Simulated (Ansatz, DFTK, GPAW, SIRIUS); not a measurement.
InP: equilibrium volume by level of theory

**What was measured.** The equilibrium volume of InP (F-43m) is reported as 25.26 Å³/atom (pmc:5775340, doi:10.1038/s41598-018-19679-2). The runs below try to reproduce it.

```xyz
2
Lattice="0.0000 2.9305 2.9305 2.9305 0.0000 2.9305 2.9305 2.9305 0.0000" Properties=species:S:1:pos:R:3 pbc="T T T"
In    0.0000    0.0000    0.0000
P     4.3957    4.3957    4.3957
```

| rung | level | program and potentials | cutoff (eV) | k mesh | smearing | task | core time | chip | equilibrium volume (Å³/atom) | miss | notes |
| --- | --- | --- | --- | --- | --- | --- | --- | --- | --- | --- | --- |
| GGA | PBE | GPAW, GPAW PAW data sets (gpaw-data 1.2.1) | 600 | 6 × 6 × 6 | fermi-dirac 0.05 | equation of state | 24 s | AMD EPYC 9R45 Zen 5 | 26.35 | +4.3 % | - |
| GGA + dispersion | BLYP+D4 | GPAW, PAW data sets generated for this functional | 600 | 6 × 6 × 6 | fermi-dirac 0.05 | equation of state | 24 s | AMD EPYC 9R45 Zen 5 | 25.93 | +2.7 % | - |
| GGA | PW91 | GPAW, PAW data sets generated for this functional | 600 | 6 × 6 × 6 | fermi-dirac 0.05 | equation of state | 26 s | AMD EPYC 9R45 Zen 5 | 26.29 | +4.1 % | - |
| GGA + dispersion | revPBE+D4 | Ansatz, all-electron LAPW, scalar-relativistic | - | 8 × 8 × 8 | fermi-dirac 0.05 | relaxation of cell and atoms | 26 s | Arm Neoverse V1 | 25.45 | +0.8 % | - |
| GGA + dispersion | BLYP+D3(BJ) | Ansatz, all-electron LAPW, scalar-relativistic | - | 8 × 8 × 8 | fermi-dirac 0.05 | relaxation of cell and atoms | 27 s | Arm Neoverse V1 | 25.78 | +2.1 % | - |
| GGA | PBEsol | GPAW, PAW data sets generated for this functional | 600 | 8 × 8 × 8 | fermi-dirac 0.05 | equation of state | 91 s | Arm Neoverse V2 | 25.32 | +0.2 % | - |
| GGA | PBEsol | SIRIUS, PseudoDojo 0.4.1 PBEsol standard (scalar relativistic) | 960 | 8 × 8 × 8 | fermi-dirac 0.05 | equation of state | 5.2 min | Arm Neoverse V1 | 25.43 | +0.7 % | - |
| GGA | PBEsol | DFTK, PseudoDojo SR PBEsol 0.4.1 standard (PBEsol) | 952 | 8 × 8 × 8 | fermi-dirac 0.05 | equation of state | 15 min | Intel Xeon 6975P-C Granite Rapids | 25.43 | +0.7 % | - |

Times are single runs on shared hosts and different chips, so they are rough; meshes, cutoffs and the tasks' sizes weigh on the time. All rows: no spin polarisation. Smearing widths are in eV. Meshes differ between rows, which moves values too. Meshes are those of the run's cell of 2 atoms unless a note names another. Relaxations start from the cell shown or near it and stop with a little pressure left. Misses use the values as printed. Runs on faulty files, with rough fits or with known faults for this quantity aren't shown. No row holds spin-orbit coupling.

By rung: GGA 25.32 to 26.35; GGA + dispersion 25.45 to 25.93 (Å³/atom). Measured: 25.26 Å³/atom (pmc:5775340, doi:10.1038/s41598-018-19679-2). Closest is PBEsol with GPAW, PAW data sets generated for this functional (+0.2 %), and PBE misses by +4.3 % on plain settings. The runs are for a static lattice, while measurements hold temperature and zero-point motion.

Every level overestimates the volume of InP, but the PBEsol runs and revPBE+D4 come much closer to experiment than PBE and PW91. PBE and PW91 nearly coincide, as expected from their closely related exchange-correlation forms. Their gradient correction favours inhomogeneous densities too strongly and so weakens and lengthens the polar covalent In–P bonds. PBEsol restores the gradient expansion for exchange in slowly varying densities, which reduces this bias and contracts the lattice in all three programs.

The good result of revPBE+D4 probably has a different origin. revPBE exchange is more repulsive than that of PBE, and the added attraction, to which the polarisable In atoms should contribute strongly, likely offsets the expansion. The same compensation appears less complete for BLYP with either correction. Without the uncorrected parent functionals, the size of the dispersion contribution can't be isolated. PBEsol spans 25.32 to 25.43 Å³/atom between programs, so its slight lead over revPBE+D4 at 25.45 Å³/atom doesn't establish a better description of the bonding.
